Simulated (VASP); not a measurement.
# Ti (P6/mmm) in VASP: a series of runs

One crystal, Ti, is run at these levels: PBE; tasks: single point.

Program: VASP 6.6.1. These are calculated values, not measurements. Logs are shortened: lines on timing, memory, paths and dates and some standing lists are left out, and cuts for length are marked.

### Step 1. The crystal as given

It takes space group P6/mmm (No. 191, hexagonal). Conventional cell: a = 4.567 Å, b = 4.567 Å, c = 2.826 Å, α = 90.00°, β = 90.00°, γ = 120.00°. Ti (site symmetry -6m2) has 11 Ti at 2.64 to 2.99 Å as nearest neighbours. Ti (site symmetry 6/mmm) has 14 Ti at 2.83 to 2.99 Å as nearest neighbours.

This isn't the form of Ti at room conditions, which is hcp.

### Step 2. Single point, PBE

INCAR reads:

```
SYSTEM = Ti
PREC     = Accurate       ! precision mode
ENCUT    = 250            ! plane-wave cutoff, eV
EDIFF    = 1E-6           ! SCF threshold, eV
ISMEAR   = 0              ! smearing method
SIGMA    = 0.15           ! smearing width, eV
LREAL    = .False.        ! projectors in reciprocal space
LASPH    = .True.         ! aspherical terms in the spheres
NELM     = 100            ! most SCF steps
ALGO     = Normal         ! electronic algorithm
ISIF     = 2              ! what is computed and relaxed
LWAVE    = .False.        ! write WAVECAR
LCHARG   = .False.        ! write CHGCAR
GGA      = PE             ! functional
NBANDS   = 13             ! bands
ADDGRID  = .False.
```

KPOINTS reads:

```
Automatic mesh
0
Gamma
  5 5 7
  0 0 0
```

POSCAR reads:

```
Ti
1.0
    4.5673748306      0.0000000000      0.0000000000
   -2.2836874153      3.9554626319      0.0000000000
    0.0000000000      0.0000000000      2.8262442700
Ti
3
Direct
    0.6666666667      0.3333333333      0.5000000000
    0.3333333333      0.6666666667      0.5000000000
    0.0000000000      0.0000000000      0.0000000000
```

Potentials or basis: VASP PAW PBE potentials, release 64 (Ti).

The run is started by

```bash
$ cat potpaw_PBE.64/Ti/POTCAR > POTCAR
$ mpirun -np 1 vasp_std > vasp.out
```

OUTCAR:

```text
SYSTEM = Ti
   PREC = Accurate
   ENCUT = 250
   EDIFF = 1E-6
   ISMEAR = 0
   LREAL = .False.
   LASPH = .True.
   NELM = 100
   ISIF = 2
   GGA = PE

 Found     20 irreducible k-points:

 Following reciprocal coordinates:
            Coordinates               Weight
  0.000000  0.000000  0.000000      1.000000
  0.200000  0.000000  0.000000      6.000000
  0.400000  0.000000  0.000000      6.000000
  0.200000  0.200000  0.000000      6.000000
  0.400000  0.200000  0.000000      6.000000
  0.000000  0.000000  0.142857      2.000000
   k-points           NKPTS =     20   k-points in BZ     NKDIM =     20   number of bands    NBANDS=     13
   number of dos      NEDOS =    301   number of ions     NIONS =      3
   total plane-waves  NPLWV =   9216
   dimension x,y,z NGX =    24 NGY =   24 NGZ =   16
   dimension x,y,z NGXF=    48 NGYF=   48 NGZF=   32
   ions per type =               3
   NGX,Y,Z   is equivalent  to a cutoff of   8.74,  8.74,  9.41 a.u.
   NGXF,Y,Z  is equivalent  to a cutoff of  17.47, 17.47, 18.82 a.u.
 SYSTEM =  Ti
   PREC   = accura    normal or accurate (medium, high low for compatibility)
   ISTART =      0    job   : 0-new  1-cont  2-samecut
   ICHARG =      2    charge: 1-file 2-atom 10-const
   ISPIN  =      1    spin polarized calculation?
   LNONCOLLINEAR =      F non collinear calculations
   LSORBIT =      F    spin-orbit coupling
   LASPH  =      T    aspherical Exc in radial PAW
   ENCUT  =  250.0 eV  18.37 Ry    4.29 a.u.   5.89  5.89  3.64*2*pi/ulx,y,z
   NELM   =    100;   NELMIN=  2; NELMDL= -5     # of ELM steps
   EDIFF  = 0.1E-05   stopping-criterion for ELM
   LREAL  =      F    real-space projection
   EDIFFG = 0.1E-04   stopping-criterion for IOM
   NSW    =      0    number of steps for IOM
   IBRION =     -1    ionic relax: 0-MD 1-quasi-New 2-CG
   NFREE  =      0    steps in history (QN), initial steepest desc. (CG)
   ISIF   =      2    stress and relaxation
   ISYM   =      2    0-nonsym 1-usesym 2-fastsym
   POTIM  = 0.5000    time-step for ionic-motion
   TEBEG  =    0.0;   TEEND  =   0.0 temperature during run
   PSTRESS=    0.0 pullay stress
   NELECT =      12.0000    total number of electrons
   NUPDOWN=      -1.0000    fix difference up-down
   EMIN   =  10.00;   EMAX   =-10.00  energy-range for DOS
   EFERMI =   0.00;   METHOD = LEGACY
   ISMEAR =     0;   SIGMA  =   0.15  broadening in eV -4-tet -1-fermi 0-gaus
   EFERMI_NEDOS =   21; number of points for ismear=-14 and -15
   IALGO  =     38    algorithm
   IMIX   =      4    mixing-type and parameters
     AMIX     =   0.40;   BMIX     =  1.00
     AMIX_MAG =   1.60;   BMIX_MAG =  1.00
  volume/ion in A,a.u.               =      17.02       114.85
  Fermi-wavevector in a.u.,A,eV,Ry     =   1.010285  1.909162 13.887145  1.020676
  Thomas-Fermi vector in A             =   2.143265
   LORBIT       =      0    0 simple, 1 ext, 2 COOP (PROOUT), +10 PAW based schemes
   GGA     = PE    functional components
   LHFCALC =     F    Hartree Fock is set to
   AEXX    =    0.0000 exact exchange contribution
   IVDW    =     0    specifies the selected vdW correction
   LEPSILON=     F    determine dielectric tensor
   LRPA    =     F    only Hartree local field effects (RPA)
 non-spin polarized calculation
 Gauss-broadening in eV      SIGMA  =   0.15
  energy-cutoff  :      250.00
  volume of cell :       51.06
 maximum number of plane-waves:       476
 NGX is ok and might be reduce to    24
   NGX = 11   NGY = 11   NGZ =  7

 number of electron      12.0000013 magnetization

 Free energy of the ion-electron system (eV)
  ---------------------------------------------------
  ext. energy  EPLUGINS =         0.00000000
  ---------------------------------------------------
  free energy    TOTEN  =       -23.33622821 eV

  energy without entropy =      -23.29685553  energy(sigma->0) =      -23.31654187

 E-fermi :   3.0289     XC(G=0): -11.1549

 val. band max:        3.0144585274   @ k =   0.4000   0.0000   0.1429
 cond. band min:       3.0455483116   @ k =   0.0000   0.0000   0.0000
 fundamental gap:      0.0310897842
 Fermi energy:         3.0289256678

 k-point     1 :       0.0000    0.0000    0.0000
  band No.  band energies     occupation
      1      -2.9684      2.00000
      2       1.1209      2.00000
      3       2.3488      2.00000
      4       2.3488      2.00000
      5       2.4462      2.00000
      6       2.4462      2.00000
      7       3.0455      0.87547
      8       3.7260      0.00000
      9       4.3201      0.00000
     10       4.3201      0.00000
     11       4.8396      0.00000
     12       4.8396      0.00000
     13       4.9477      0.00000

 k-point     2 :       0.2000    0.0000    0.0000
  band No.  band energies     occupation
      1      -2.5113      2.00000
      2       1.0444      2.00000
      3       1.5705      2.00000
      4       2.1351      2.00000
      5       2.2133      2.00000
      6       3.0490      0.84957
      7       3.2891      0.01418
      8       3.7467      0.00000
      9       4.0251      0.00000
     10       4.3894      0.00000
     11       4.5355      0.00000
     12       4.6456      0.00000
     13       5.4903      0.00000

 k-point     3 :       0.4000    0.0000    0.0000
  band No.  band energies     occupation
      1      -1.2811      2.00000
      2       0.2641      2.00000
      3       0.5894      2.00000
      4       2.3559      2.00000
      5       2.4964      2.00000
      6       2.9943      1.25603
      7       3.3005      0.01045
      8       3.6157      0.00000
      9       3.9729      0.00000
     10       4.1057      0.00000
     11       4.7098      0.00000
     12       5.3830      0.00000
     13       5.3979      0.00000

 k-point     4 :       0.2000    0.2000    0.0000
  band No.  band energies     occupation
      1      -1.6766      2.00000
      2       0.5666      2.00000
      3       0.8477      2.00000
      4       2.1792      2.00000
      5       2.7078      1.99753
      6       2.9951      1.25036
      7       3.5084      0.00001
      8       3.5717      0.00000
      9       3.5820      0.00000
     10       4.3557      0.00000
     11       4.3726      0.00000
     12       5.1235      0.00000
     13       5.5872      0.00000

 k-point     5 :       0.4000    0.2000    0.0000
  band No.  band energies     occupation
      1      -0.4551      2.00000
      2      -0.2899      2.00000
      3       0.3259      2.00000
      4       2.6919      1.99852
      5       2.7325      1.99481
      6       2.8816      1.83508
      7       3.2491      0.03791
      8       3.3212      0.00587
      9       3.7420      0.00000
     10       4.2614      0.00000
     11       4.7673      0.00000
     12       4.8500      0.00000
     13       5.6728      0.00000

 k-point     6 :       0.0000    0.0000    0.1429
  band No.  band energies     occupation
      1      -2.5141      2.00000
      2       1.4540      2.00000
      3       2.0642      2.00000
      4       2.0642      2.00000
      5       2.2380      2.00000
      6       2.2380      2.00000
      7       3.6391      0.00000
      8       4.1155      0.00000
      9       4.2227      0.00000
     10       4.2227      0.00000
     11       4.7640      0.00000
     12       4.7640      0.00000
     13       5.2141      0.00000

 [... further k-points ...]
[... 5 lines left out ...]
  --------------------------------------------------------------------------------------
  -------------------------------------------------------------------------------------
  Total       -0.4203978     -0.4203978     -0.2716251      0.0000000     -0.0000000      0.0000000
  in kB      -13.1915957    -13.1915957     -8.5232823      0.0000000     -0.0000000      0.0000000
  external PRESSURE =     -11.6354912 kB  Pullay stress =       0.0000000 kB

 VOLUME and BASIS-vectors are now :
 -----------------------------------------------------------------------------
  energy-cutoff  :      250.00
  volume of cell :       51.06
      direct lattice vectors                 reciprocal lattice vectors
     4.567374831  0.000000000  0.000000000     0.218944150  0.126407464  0.000000000
    -2.283687415  3.955462632  0.000000000     0.000000000  0.252814928  0.000000000
     0.000000000  0.000000000  2.826244270     0.000000000  0.000000000  0.353826458

 POSITION                                       TOTAL-FORCE (eV/Angst)
 -----------------------------------------------------------------------------------
      2.28369      1.31849      1.41312         0.000000     -0.000000      0.000000
     -0.00000      2.63698      1.41312        -0.000000      0.000000      0.000000
      0.00000      0.00000      0.00000        -0.000000      0.000000      0.000000
 -----------------------------------------------------------------------------------
    total drift:                                0.000000      0.000000      0.000000

  FREE ENERGIE OF THE ION-ELECTRON SYSTEM (eV)
  ---------------------------------------------------
  free  energy   TOTEN  =       -23.3362282063 eV

  energy  without entropy=      -23.2968555307  energy(sigma->0) =      -23.31654187
```

It took 8 s on 1 thread of Intel Xeon Platinum 8488C (Sapphire Rapids), shared host; peak memory 0.12 GiB.

The run converged, but some of its settings lie outside the range that counts as converged, so its numbers aren't taken as properties of the crystal.

What came out:

```yaml
Free_energy: -23.3362 eV
Pressure: -1.2 GPa
Band_gap_on_the_k_mesh: none (metal or under the smearing width)
```

### Step 3. Single point, PBE

INCAR is that of step 2.

KPOINTS is that of step 2.

POSCAR reads:

```
Ti
1.0
    4.5673748306      0.0000000000      0.0000000000
   -2.2836874153      3.9554626319      0.0000000000
    0.0000000000      0.0000000000      2.8262442700
Ti
3
Direct
    0.6535550000      0.3369470000      0.4982190000
    0.3492570000      0.6782810000      0.5288300000
    0.0014220000     -0.0021490000     -0.0037100000
```

Potentials or basis: VASP PAW PBE potentials, release 64 (Ti).

The run is started by

```bash
$ cat potpaw_PBE.64/Ti/POTCAR > POTCAR
$ mpirun -np 1 vasp_std > vasp.out
```

Run time: 15 s. Hardware: 1 thread of Intel Xeon Platinum 8488C (Sapphire Rapids), shared host; peak memory 0.13 GiB.

The run converged, but some of its settings lie outside the range that counts as converged, so its numbers aren't taken as properties of the crystal.

Results:

```
Free energy            : -23.3072 eV
Pressure               : -0.9 GPa
Largest force          : 0.350 eV/Å
Band gap on the k mesh : none (metal or under the smearing width)
```

### Step 4. Single point, PBE

INCAR: that of step 3 with these lines changed.

```diff
@@ -2,3 +2,3 @@
 PREC     = Accurate       ! precision mode
-ENCUT    = 250            ! plane-wave cutoff, eV
+ENCUT    = 200            ! plane-wave cutoff, eV
 EDIFF    = 1E-6           ! SCF threshold, eV
```

KPOINTS reads:

```
Automatic mesh
0
Gamma
  6 6 8
  0 0 0
```

POSCAR reads:

```
Ti
1.0
    4.5673748306      0.0000000000      0.0000000000
   -2.2836874153      3.9554626319      0.0000000000
    0.0000000000      0.0000000000      2.8262442700
Ti
3
Direct
    0.6666666667      0.3333333333      0.5000000000
    0.3333333333      0.6666666667      0.5000000000
    0.0000000000      0.0000000000      0.0000000000
```

The run is started by

```bash
$ cat potpaw_PBE.64/Ti/POTCAR > POTCAR
$ mpirun -np 1 vasp_std > vasp.out
```

It took 8.7 s on 1 thread of Intel Xeon Platinum 8488C (Sapphire Rapids), shared host; peak memory 0.12 GiB.

The run converged, but some of its settings lie outside the range that counts as converged, so its numbers aren't taken as properties of the crystal.

What came out:

```
Free energy            : -23.3437 eV
Band gap on the k mesh : none (metal or under the smearing width)
```

Caveat: the cutoff is under 1.25 times the usual one of these potentials, so pressure, stress and relaxed cells hold a basis-set (Pulay) error.

### Step 5. Single point, PBE

INCAR is that of step 4.

KPOINTS is that of step 4.

POSCAR reads:

```
Ti
1.0
    4.5673748306      0.0000000000      0.0000000000
   -2.2836874153      3.9554626319      0.0000000000
    0.0000000000      0.0000000000      2.8262442700
Ti
3
Direct
    0.6535550000      0.3369470000      0.4982190000
    0.3492570000      0.6782810000      0.5288300000
    0.0014220000     -0.0021490000     -0.0037100000
```

The run is started by

```bash
$ cat potpaw_PBE.64/Ti/POTCAR > POTCAR
$ mpirun -np 1 vasp_std > vasp.out
```

Wall time 18 s (1 thread of Intel Xeon Platinum 8488C (Sapphire Rapids), shared host); peak memory 0.13 GiB.

These settings aren't checked as converged: the numbers below hold their error.

What came out:

* Free energy: -23.3139 eV
* Largest force: 0.364 eV/Å
* Band gap on the k mesh: none (metal or under the smearing width)

Caveat: the cutoff is under 1.25 times the usual one of these potentials, so pressure, stress and relaxed cells hold a basis-set (Pulay) error.

### Step 6. Single point, PBE

INCAR: that of step 5 with these lines changed.

```diff
@@ -2,3 +2,3 @@
 PREC     = Accurate       ! precision mode
-ENCUT    = 200            ! plane-wave cutoff, eV
+ENCUT    = 500            ! plane-wave cutoff, eV
 EDIFF    = 1E-6           ! SCF threshold, eV
```

KPOINTS reads:

```
Automatic mesh
0
Gamma
  4 4 5
  0 0 0
```

POSCAR reads:

```
Ti
1.0
    4.5673748306      0.0000000000      0.0000000000
   -2.2836874153      3.9554626319      0.0000000000
    0.0000000000      0.0000000000      2.8262442700
Ti
3
Direct
    0.6666666667      0.3333333333      0.5000000000
    0.3333333333      0.6666666667      0.5000000000
    0.0000000000      0.0000000000      0.0000000000
```

Potentials or basis: VASP PAW PBE potentials, release 64 (Ti).

The run is started by

```bash
$ cat potpaw_PBE.64/Ti/POTCAR > POTCAR
$ mpirun -np 1 vasp_std > vasp.out
```

Run time: 12 s. Hardware: 1 thread of Intel Xeon Platinum 8488C (Sapphire Rapids), shared host; peak memory 0.17 GiB.

These settings aren't checked as converged: the numbers below hold their error.

Results:

* Free energy: -23.3645 eV
* Pressure: -1.4 GPa
* Band gap on the k mesh: none (metal or under the smearing width)

Caveat: the k mesh is coarse (spacing up to 0.44 Å⁻¹), so the values aren't converged.
